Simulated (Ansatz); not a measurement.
Runs of Ansatz 0.2.0 on Bi. Symmetry: Im-3m, No. 229, cubic system. Conventional cell: a = 3.963 Å, b = 3.963 Å, c = 3.963 Å, α = 90.00°, β = 90.00°, γ = 90.00°. Around Bi (site symmetry m-3m) lie 8 Bi at 3.43 Å. This isn't the form of Bi at room conditions, which is rhombohedral.

```tsv
task	level	spin	cell	k mesh	cutoff (eV)	smearing	atoms under strain	points for each segment of the path	mesh quality	gap on the mesh (eV)	pressure (GPa)	relaxed volume (Å³/atom)
elastic constants	PBE	off	as given	7 × 7 × 7	420	fermi-dirac 0.05 eV	relaxed	-	not flagged	none	(b)	-
elastic constants	LDA	off	as given	7 × 7 × 7	420	fermi-dirac 0.05 eV	clamped	-	not flagged	none	-2.3	-
relaxation of cell and atoms	revPBE+D3(BJ)	off	relaxed	9 × 9 × 9	420	fermi-dirac 0.05 eV	-	-	not flagged	none	0.0	29.55
relaxation of cell and atoms	revPBE	off	relaxed	9 × 9 × 9	420	fermi-dirac 0.05 eV	-	-	not flagged	none	0.0	32.25
single point	PBE	off	as given	9 × 9 × 9	420	gaussian 0.011 eV	-	-	not flagged	none	0.8	-
relaxation of cell and atoms	PBEsol	off	relaxed	9 × 9 × 9	420	fermi-dirac 0.05 eV	-	-	not flagged	-	0.0	30.05
band structure	PBE	off	as given	9 × 9 × 9	420	fermi-dirac 0.05 eV	-	14	not flagged	none	0.9	-
relaxation of cell and atoms	LDA	off	relaxed	9 × 9 × 9	420	fermi-dirac 0.05 eV	-	-	not flagged	-	0.0	29.35
relaxation of cell and atoms	PBE	off	relaxed	9 × 9 × 9	420	fermi-dirac 0.05 eV	-	-	not flagged	-	0.0	(c)
single point	r2SCAN0	collinear, ferromagnetic start	as given	5 × 5 × 5	500	methfessel-paxton 0.2 eV	-	-	coarse	none	(a)	-
single point	PBE	off	as given	9 × 9 × 9	420	gaussian 0.019 eV	-	-	not flagged	none	0.8	-
single point	PBE	off	as given	9 × 9 × 9	420	gaussian 0.026 eV	-	-	not flagged	none	0.8	-
```

Alike in all rows: potentials or basis Ansatz PAW.

**Question.** Estimate the missing entries.

**Answer.** (a) -2.9; (b) 1.8; (c) 31.62.

Caveats: some runs use coarse meshes; spin-orbit coupling is left out, which moves the levels of the heavy elements; the PAW data sets come from PBE, with cores solved anew for the run's functional, which leaves a small shift of forces and pressure (some runs); the plane-wave basis is chosen anew once the cell has moved, so the energies of steps on either side of that aren't comparable (some runs); the elastic tensor has a negative eigenvalue, so either the cell is unstable as it stands or the mesh is too thin (some runs); pairwise dispersion overbinds metals, which lowers pressure and volume (some runs); the thresholds are loose for stress (some runs).

A k mesh can miss the band edges, and the runs leave out spin-orbit coupling on Bi.

A gap of «none» marks a metal or a gap under the smearing width.
